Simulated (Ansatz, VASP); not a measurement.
## One calculation of Au, two programs

```
Au
1.0
     0.00000    2.07904    2.07904
     2.07904    0.00000    2.07904
     2.07904    2.07904    0.00000
Au
1
Direct
  0.00000 0.00000 0.00000
```

Alike in both runs: task relaxation of cell and atoms; functional PBE; k mesh 20 × 20 × 20; occupations fermi-dirac, width 0.15 eV; no spin polarisation.

```csv
,VASP,Ansatz
version,VASP 6.6.1,Ansatz 0.2.0
potentials or method,"VASP PAW PBE potentials, release 64 (Au)","scalar-relativistic, plane waves, PAW"
plane-wave cutoff (eV),600,420
valence electrons in the cell,11,19
```

```tsv
	VASP	Ansatz	Ansatz less VASP
gap on the k mesh at the Fermi level, each at its own relaxed structure (eV)	none	none	-
relaxed volume (Å³/atom)	17.96	17.98	+0.020
relaxed cell length with the largest relative difference (Å)	2.939	2.940	+0.0011
```

A gap of «none» marks a metal or a gap that the smearing closes. The two sets of potentials don't hold the same shells in valence.

The runs have no spin-orbit coupling, so splittings on Au are missing.
